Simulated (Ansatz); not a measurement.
Si built on the lonsdaleite prototype, relaxed with r2SCAN in Ansatz 0.2.0: space group P6_3/mmc (No. 194), hexagonal; a = 3.832 Å, c = 6.341 Å in the conventional setting, 20.16 Å³ an atom. Si has 4 Si at 2.35–2.37 Å. It was then strained (uniaxial along z, other directions held), atoms relaxed again within the symmetry left. Unstrained, HSE06 gives 0.972 eV (Γ → M, 6×6×4 mesh), and the band edges keep their places in every row. Stress is positive in compression. Calculated for a static, non-magnetic cell.

Axes as in this cell:
```
CELL_PARAMETERS angstrom
3.83213 0.00000 0.00000
-1.91606 3.31872 0.00000
0.00000 0.00000 6.34122
ATOMIC_POSITIONS crystal
Si 0.33333 0.66667 0.00056
Si 0.66667 0.33333 0.50056
Si 0.33333 0.66667 0.37444
Si 0.66667 0.33333 0.87444
```

```
strain (%)        ε  ΔE_g, HSE06 (eV)  Δσ_zz, r2SCAN (GPa)
      -4.0  -0.0400            -0.239                +9.92
      -3.0  -0.0300            -0.175                +7.28
      -0.5  -0.0050            -0.027                +1.14
      +1.0  +0.0100            +0.053                -2.21
      +2.0  +0.0200            +0.104                -4.30
      +3.0  +0.0300            +0.154                -6.29
```

Fit ΔE_g = a x + b x² to these rows by least squares, with x = ε.
The normal equations take Σx² = 3.925e-03, Σx³ = -5.513e-05, Σx⁴ = 4.351e-06, ΣxΔE = 2.217e-02 and Σx²ΔE = -3.551e-04, and give a = +5.48 eV, b = -12.2 eV; the largest residual is 0.001 eV.

Fit the change of σ_zz in the same way.
Δσ_zz = -226.1 x + (549) x² GPa. The slope, 226 GPa, is C₃₃ in these axes.

Predict the withheld row at -2.0 % (x = -0.0200).
ΔE_g ≈ +5.48 × (-0.0200) + (-12.2) × (-0.0200)² = -0.114 eV, and Δσ_zz ≈ +4.74 GPa. The runs give -0.114 eV and +4.74 GPa, off by 0.000 eV and 0.00 GPa.
